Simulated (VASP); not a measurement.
# CdO (Monteponite) (Fm-3m) in VASP: notebook

Runs on CdO (Monteponite). Level: PBEsol. Tasks: relaxation of cell and atoms.

All numbers are computed with VASP 6.6.1; they aren't measurements. Logs are shortened: lines on timing, memory, paths and dates and some standing lists are left out, and cuts for length are marked.

## (1) The structure

Symmetry: Fm-3m, No. 225, cubic system. The conventional cell has a = 4.699 Å, b = 4.699 Å, c = 4.699 Å, α = 90.00°, β = 90.00°, γ = 90.00°. Around Cd (site symmetry m-3m) lie 6 O at 2.35 Å. O (site symmetry m-3m) has 6 Cd at 2.35 Å as nearest neighbours.

## (2) Relaxation of cell and atoms, PBEsol

Contents of INCAR:

```
SYSTEM = CdO
ALGO = Normal ; EDIFF = 1E-6
EDIFFG = -0.01 ; ENCUT = 600
GGA = PS ; IBRION = 2
ISIF = 3 ; ISMEAR = 0
KPAR = 4 ; LASPH = .True.
LCHARG = .False. ; LREAL = .False.
LWAVE = .False. ; NELM = 80
NSW = 90 ; PREC = Accurate
SIGMA = 0.03
```

Contents of KPOINTS:

```
k-points
0
Gamma
  12 12 12
  0 0 0
```

Contents of POSCAR:

```
CdO
1.0
    0.0000000000      2.3495000000      2.3495000000
    2.3495000000      0.0000000000      2.3495000000
    2.3495000000      2.3495000000      0.0000000000
Cd O
1 1
Direct
    0.0000000000      0.0000000000      0.0000000000
    0.5000000000      0.5000000000      0.5000000000
```

Potentials or basis: VASP PAW PBE potentials, release 64 (Cd, O).

The run is started by

```sh
> cat potpaw_PBE.64/Cd/POTCAR potpaw_PBE.64/O/POTCAR > POTCAR
> mpirun -np 4 vasp_std > vasp.out
```

OUTCAR:

```text
SYSTEM = CdO
   EDIFF = 1E-6
   EDIFFG = -0.01
   ENCUT = 600
   GGA = PS
   IBRION = 2
   ISIF = 3
   ISMEAR = 0
   LASPH = .True.
   LREAL = .False.
   NELM = 80
   NSW = 90
   PREC = Accurate

 ion  position               nearest neighbor table
   1  0.000  0.000  0.000-   2 2.35   2 2.35   2 2.35   2 2.35   2 2.35   2 2.35
   2  0.500  0.500  0.500-   1 2.35   1 2.35   1 2.35   1 2.35   1 2.35   1 2.35

  LATTYP: Found a face centered cubic cell.
 ALAT       =     4.6990000000

  Lattice vectors:

 A1 = (   0.0000000000,   2.3495000000,   2.3495000000)
 A2 = (   2.3495000000,   0.0000000000,   2.3495000000)
 A3 = (   2.3495000000,   2.3495000000,   0.0000000000)

Analysis of symmetry for initial positions (statically):
=====================================================================
 Subroutine PRICEL returns:
 Original cell was already a primitive cell.

 Routine SETGRP: Setting up the symmetry group for a
 face centered cubic supercell.

 Subroutine GETGRP returns: Found 48 space group operations
 (whereof 48 operations were pure point group operations)
 out of a pool of 48 trial point group operations.

The static configuration has the point symmetry O_h .

Analysis of symmetry for dynamics (positions and initial velocities):
=====================================================================
 Subroutine PRICEL returns:
 Original cell was already a primitive cell.

 Routine SETGRP: Setting up the symmetry group for a
 face centered cubic supercell.

 Subroutine GETGRP returns: Found 48 space group operations
 (whereof 48 operations were pure point group operations)
 out of a pool of 48 trial point group operations.

The dynamic configuration has the point symmetry O_h .

 Subroutine INISYM returns: Found 48 space group operations
 (whereof 48 operations are pure point group operations),
 and found     1 'primitive' translations

----------------------------------------------------------------------------------------

                                     Primitive cell

  volume of cell :      25.9392

  direct lattice vectors                    reciprocal lattice vectors
     0.000000000  2.349500000  2.349500000    -0.212811236  0.212811236  0.212811236
     2.349500000  0.000000000  2.349500000     0.212811236 -0.212811236  0.212811236
     2.349500000  2.349500000  0.000000000     0.212811236  0.212811236 -0.212811236

  length of vectors
     3.322694765  3.322694765  3.322694765     0.368599874  0.368599874  0.368599874

  position of ions in fractional coordinates (direct lattice)
     0.000000000  0.000000000  0.000000000
     0.500000000  0.500000000  0.500000000

  ion indices of the primitive-cell ions
   primitive index   ion index
                 1           1
                 2           2

----------------------------------------------------------------------------------------

 KPOINTS: k-points

Automatic generation of k-mesh.
 Grid dimensions read from file:
 generate k-points for:   12   12   12

 Generating k-lattice:

  Cartesian coordinates                     Fractional coordinates (reciprocal lattice)
    -0.017734270  0.017734270  0.017734270     0.083333333  0.000000000  0.000000000
     0.017734270 -0.017734270  0.017734270     0.000000000  0.083333333  0.000000000
     0.017734270  0.017734270 -0.017734270     0.000000000  0.000000000  0.083333333

  Length of vectors
     0.030716656  0.030716656  0.030716656

  Shift w.r.t. Gamma in fractional coordinates (k-lattice)
     0.000000000  0.000000000  0.000000000

 Subroutine IBZKPT returns following result:
 ===========================================

 Found     72 irreducible k-points:

 Following reciprocal coordinates:
            Coordinates               Weight
  0.000000  0.000000  0.000000      1.000000
  0.083333  0.000000  0.000000      8.000000
  0.166667  0.000000  0.000000      8.000000
  0.250000  0.000000  0.000000      8.000000
  0.333333  0.000000  0.000000      8.000000
  0.416667  0.000000  0.000000      8.000000
[... 16 lines left out ...]
  0.500000  0.166667  0.000000     24.000000
 -0.416667  0.166667  0.000000     24.000000
 [... further k-points ...]
   k-points           NKPTS =     72   k-points in BZ     NKDIM =     72   number of bands    NBANDS=     13
   number of dos      NEDOS =    301   number of ions     NIONS =      2
   total plane-waves  NPLWV =  21952
   dimension x,y,z NGX =    28 NGY =   28 NGZ =   28
   dimension x,y,z NGXF=    56 NGYF=   56 NGZF=   56
   ions per type =               1   1
   NGX,Y,Z   is equivalent  to a cutoff of  14.01, 14.01, 14.01 a.u.
   NGXF,Y,Z  is equivalent  to a cutoff of  28.02, 28.02, 28.02 a.u.
 SYSTEM =  CdO
   PREC   = accura    normal or accurate (medium, high low for compatibility)
   ISTART =      0    job   : 0-new  1-cont  2-samecut
   ICHARG =      2    charge: 1-file 2-atom 10-const
   ISPIN  =      1    spin polarized calculation?
   LNONCOLLINEAR =      F non collinear calculations
   LSORBIT =      F    spin-orbit coupling
   LASPH  =      T    aspherical Exc in radial PAW
   ENCUT  =  600.0 eV  44.10 Ry    6.64 a.u.   6.64  6.64  6.64*2*pi/ulx,y,z
   NELM   =     80;   NELMIN=  2; NELMDL= -5     # of ELM steps
   EDIFF  = 0.1E-05   stopping-criterion for ELM
   LREAL  =      F    real-space projection
   EDIFFG = -.1E-01   stopping-criterion for IOM
   NSW    =     90    number of steps for IOM
   IBRION =      2    ionic relax: 0-MD 1-quasi-New 2-CG
   NFREE  =      1    steps in history (QN), initial steepest desc. (CG)
   ISIF   =      3    stress and relaxation
   ISYM   =      2    0-nonsym 1-usesym 2-fastsym
   POTIM  = 0.5000    time-step for ionic-motion
   TEBEG  =    0.0;   TEEND  =   0.0 temperature during run
   PSTRESS=    0.0 pullay stress
   NELECT =      18.0000    total number of electrons
   NUPDOWN=      -1.0000    fix difference up-down
   EMIN   =  10.00;   EMAX   =-10.00  energy-range for DOS
   EFERMI =   0.00;   METHOD = LEGACY
   ISMEAR =     0;   SIGMA  =   0.03  broadening in eV -4-tet -1-fermi 0-gaus
   EFERMI_NEDOS =   21; number of points for ismear=-14 and -15
   IALGO  =     38    algorithm
   IMIX   =      4    mixing-type and parameters
     AMIX     =   0.40;   BMIX     =  1.00
     AMIX_MAG =   1.60;   BMIX_MAG =  1.00
  volume/ion in A,a.u.               =      12.97        87.52
  Fermi-wavevector in a.u.,A,eV,Ry     =   1.449373  2.738918 28.581522  2.100683
  Thomas-Fermi vector in A             =   2.567107
   LORBIT       =      0    0 simple, 1 ext, 2 COOP (PROOUT), +10 PAW based schemes
   GGA     = PS    functional components
   LHFCALC =     F    Hartree Fock is set to
   AEXX    =    0.0000 exact exchange contribution
   IVDW    =     0    specifies the selected vdW correction
   LEPSILON=     F    determine dielectric tensor
   LRPA    =     F    only Hartree local field effects (RPA)
 conjugate gradient relaxation of ions
 non-spin polarized calculation
 Gauss-broadening in eV      SIGMA  =   0.03
  energy-cutoff  :      600.00
  volume of cell :       25.94
 maximum number of plane-waves:       893
   NGX = 13   NGY = 13   NGZ = 13

--------------------------------------- Ionic step        1  -------------------------------------------

 number of electron      18.0000002 magnetization

 Free energy of the ion-electron system (eV)
  ---------------------------------------------------
  ext. energy  EPLUGINS =         0.00000000
  ---------------------------------------------------
  free energy    TOTEN  =        -8.50538664 eV

  energy without entropy =       -8.50534101  energy(sigma->0) =       -8.50536382

------------------------ aborting loop because EDIFF is reached ----------------------------------------

  FORCE on cell =-STRESS in cart. coord.  units (eV):
  Direction    XX          YY          ZZ          XY          YZ          ZX
  --------------------------------------------------------------------------------------
  -------------------------------------------------------------------------------------
  Total        0.0857882      0.0857882      0.0857882     -0.0000000     -0.0000000      0.0000000
  in kB        5.2988491      5.2988491      5.2988491     -0.0000000     -0.0000000      0.0000000
  external PRESSURE =       5.2988491 kB  Pullay stress =       0.0000000 kB
[... 57 lines left out ...]
  energy  without entropy=       -8.5054296277  energy(sigma->0) =       -8.50545252

--------------------------------------- Ionic step        3  -------------------------------------------

 number of electron      18.0000002 magnetization

 Free energy of the ion-electron system (eV)
  ---------------------------------------------------
  ext. energy  EPLUGINS =         0.00000000
  ---------------------------------------------------
  free energy    TOTEN  =        -8.50554877 eV

  energy without entropy =       -8.50550305  energy(sigma->0) =       -8.50552591

 E-fermi :   1.8752     XC(G=0): -11.9422

 val. band max:        1.8490335771   @ k =   0.5000   0.0000   0.0000
 cond. band min:       2.1416215022   @ k =   0.0833   0.0000   0.0000
 fundamental gap:      0.2925879252
 Fermi energy:         1.8751672935

 k-point     1 :       0.0000    0.0000    0.0000
  band No.  band energies     occupation
      1     -15.4488      2.00000
      2      -4.8051      2.00000
      3      -4.8051      2.00000
      4      -4.8051      2.00000
      5      -4.5027      2.00000
      6      -4.5027      2.00000
      7       0.5008      2.00000
      8       0.5008      2.00000
      9       0.5008      2.00000
     10       1.3096      2.00000
     11      16.6110      0.00000
     12      18.7064      0.00000
     13      18.7064      0.00000
[... 353 lines left out ...]
 k-point    24 :      -0.4167    0.1667    0.0000
  band No.  band energies     occupation
      1     -14.6528      2.00000
      2      -5.5686      2.00000
      3      -5.2732      2.00000
      4      -5.1787      2.00000
      5      -4.2707      2.00000
      6      -4.2478      2.00000
      7      -1.8792      2.00000
      8       0.6436      2.00000
      9       1.5984      2.00000
     10       7.3846      0.00000
     11       8.7356      0.00000
     12      12.0176      0.00000
     13      14.0176      0.00000

 [... further k-points ...]
[... 5 lines left out ...]
  --------------------------------------------------------------------------------------
  -------------------------------------------------------------------------------------
  Total        0.0004121      0.0004121      0.0004121      0.0000000      0.0000000      0.0000000
  in kB        0.0253600      0.0253600      0.0253600      0.0000000      0.0000000      0.0000000
  external PRESSURE =       0.0253600 kB  Pullay stress =       0.0000000 kB
[... 17 lines left out ...]
  FREE ENERGIE OF THE ION-ELECTRON SYSTEM (eV)
  ---------------------------------------------------
  free  energy   TOTEN  =        -8.5055487727 eV

  energy  without entropy=       -8.5055030510  energy(sigma->0) =       -8.50552591

 reached required accuracy - stopping structural energy minimisation
```

It took 8.7 s on 4 MPI ranks of Intel Xeon 6975P-C (Granite Rapids), shared host; peak memory 0.18 GiB.

What came out:

```yaml
Free_energy: -8.5055 eV
Relaxed_volume: 13.02 Å³/atom
Relaxed_cell: a = 3.327 Å, b = 3.327 Å, c = 3.327 Å, α = 60.00°, β = 60.00°, γ = 60.00°
Space_group_after_relaxing_to_0.05_Å: Fm-3m (No. 225)
Energy_gained_by_relaxing: 0.1 meV/atom
Ionic_steps: 3
Pressure_after_relaxing: 0.0 GPa
Band_gap_on_the_k_mesh: none (metal or under the smearing width)
```

The path:
| step | energy change (eV) | largest force (eV/Å) | pressure (GPa) | volume (Å³) |
| --- | --- | --- | --- | --- |
| 1 | 0.0000 | 0.0000 | 0.53 | 25.94 |
| 2 | -0.0001 | 0.0000 | -0.36 | 26.10 |
| 3 | -0.0002 | 0.0000 | 0.00 | 26.04 |

Final structure:
```
Cd O
1.0
     0.00000    2.35240    2.35240
     2.35240    0.00000    2.35240
     2.35240    2.35240    0.00000
Cd O
1 1
Direct
  0.00000 0.00000 0.00000
  0.50000 0.50000 0.50000
```

Caveat: the PAW data sets were made with another functional, which shifts forces and pressure a little; this crystal is a semiconductor, whose small gap the functional closes, so the metal is an error of the method.

## (3) Relaxation of cell and atoms, PBEsol

This run uses another cell than the first one, of 13.02 Å³/atom, 1.004 times its volume.

INCAR: that of step 2 with these lines changed.

```diff
@@ -1,4 +1,4 @@
 SYSTEM = CdO
-ALGO = Normal ; EDIFF = 1E-6
-EDIFFG = -0.01 ; ENCUT = 600
+ALGO = Normal ; EDIFF = 1E-7
+EDIFFG = -0.005 ; ENCUT = 600
 GGA = PS ; IBRION = 2
```

KPOINTS is that of step 2.

Contents of POSCAR:

```
CdO                                     
1.0
   -0.0000000000      2.3523961157      2.3523961157
    2.3523961157     -0.0000000000      2.3523961157
    2.3523961157      2.3523961157      0.0000000000
  Cd              O             
     1     1
Direct
     0.0000000000000000    0.0000000000000000    0.0000000000000000
     0.5000000000000000    0.5000000000000000    0.5000000000000000
```

Potentials or basis: VASP PAW PBE potentials, release 64 (Cd, O).

The run is started by

```sh
> cat potpaw_PBE.64/Cd/POTCAR potpaw_PBE.64/O/POTCAR > POTCAR
> mpirun -np 4 vasp_std > vasp.out
```

Wall time 4.5 s (4 MPI ranks of Intel Xeon 6975P-C (Granite Rapids), shared host); peak memory 0.17 GiB.

Results (log left out):

| Quantity | Value |
| --- | --- |
| Free energy | -8.5057 eV |
| Pressure after relaxing | 0.0 GPa |
| Band gap on the k mesh | none (metal or under the smearing width) |

Final structure:
```yaml
crystal:
  lattice:
    - [0.00000, 2.35240, 2.35240]
    - [2.35240, 0.00000, 2.35240]
    - [2.35240, 2.35240, 0.00000]
  atoms:
    - { symbol: Cd, position: [0.00000, 0.00000, 0.00000] }
    - { symbol: O, position: [0.50000, 0.50000, 0.50000] }
```

Levels at points of the mesh, in eV from the Fermi level:
```csv
k point,band 7,band 8,band 9,band 10,band 11,band 12
"(0.00, 0.00, 0.00)",-1.37,-1.37,-1.37,-0.57,14.74,16.83
"(0.50, 0.00, 0.00)",-3.85,-0.03,-0.03,4.26,7.19,11.76
"(0.50, 0.50, 0.00)",-4.42,-2.36,-2.36,3.73,8.40,11.02
```

Caveat: the relaxation stopped at its first step, so nothing moved; the PAW data sets were made with another functional, which shifts forces and pressure a little; this crystal is a semiconductor, whose small gap the functional closes, so the metal is an error of the method.
